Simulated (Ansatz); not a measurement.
**ZnO (P6_3mc): zero-pressure volume and bulk modulus with RPBE**

An exercise on one series of results from a longer session: the logs are not shown, and one member is left open.

Program: Ansatz 0.2.0. Level of theory: DFT RPBE, scalar-relativistic, plane waves, PAW. These are calculated values, not measurements.

## The system as given

Symmetry: P6_3mc, No. 186, hexagonal system. The conventional cell has a = 3.242 Å, b = 3.242 Å, c = 5.228 Å, α = 90.00°, β = 90.00°, γ = 120.00°. Zn (site symmetry 3m) has 4 O at 1.98 Å in its first shell of neighbours. Around O (site symmetry 3m) lie 4 Zn at 1.98 Å.

Structure file:

```
CELL_PARAMETERS angstrom
3.24198 0.00000 0.00000
-1.62099 2.80764 0.00000
0.00000 0.00000 5.22764
ATOMIC_POSITIONS crystal
Zn 0.33333 0.66667 0.00145
Zn 0.66667 0.33333 0.50145
O 0.33333 0.66667 0.38065
O 0.66667 0.33333 0.88065
```

At PBE, an earlier run found 4.95 GPa for this cell of 11.896 Å³/atom (8×8×6 mesh), mesh gap 0.80 eV. The cell is compressed at this level.

Set-up of the first run:

Input file input.yaml:

```yaml
crystal:
  lattice:
    - [3.2419811861, 0.0, 0.0]
    - [-1.620990593, 2.8076380657, 0.0]
    - [0.0, 0.0, 5.2276401393]
  atoms:
    - { symbol: Zn, position: [0.3333333333, 0.6666666667, 0.0014489168] }
    - { symbol: Zn, position: [0.6666666667, 0.3333333333, 0.5014489168] }
    - { symbol: O, position: [0.3333333333, 0.6666666667, 0.3806510832] }
    - { symbol: O, position: [0.6666666667, 0.3333333333, 0.8806510832] }
basis:
  ecutwfc: 420
  ecutrho_ratio: 4
kpoints:
  mp_grid: { grid: [8, 8, 6] }
hamiltonian:
  xc: rpbe
scf:
  occupations: { method: gaussian, width: 0.05 }
output:
  forces: true
  stress: true
  eigenvalues: true
relax:
  f_tol: 0.02
  max_steps: 40
  cell: { stress_tol: 0.2, fix: [volume] }
```

Launch:

```console
ansatz run input.yaml --threads 4 --pin off --max-ram 8192MiB --backend cpu --events-out ev --progress --plain --runs-dir out
```

Among the steps run: At the given cell; Stepping to 12.653 Å³/atom; Stepping to 12.764 Å³/atom; Volume × 0.98 of the new zero; Volume × 1.02 of the new zero; Volume × 0.96 of the new zero; Volume × 1.04 of the new zero.

One of the session's tables, all rows but one given; the rest of the session is left out.

It belongs to the step «Energy and pressure against volume». 

| volume (Å³/atom) | energy (meV/atom) | pressure (GPa) |
| --- | --- | --- |
| 12.253 | 7.93 | 5.19 |
| 12.508 | 1.94 | 2.45 |
| 12.764 | 0.00 | -0.01 |
| 13.019 | ? | ? |
| 13.274 | 6.96 | -4.18 |

**Question.** Estimate the row for volume (Å³/atom) = 13.019.

Worked estimate for «energy (meV/atom)». A straight line through the neighbours (12.764, 0.00) and (13.274, 6.96) gives 0.00 + (6.96 − 0.00) × (13.019 − 12.764) / (13.274 − 12.764) = 3.48; a parabola fitted to 3 rows on both sides gives 1.68.

As computed: energy (meV/atom): 1.82; pressure (GPa): -2.21. In «energy (meV/atom)» the line misses by +1.66 and the parabola by -0.14.
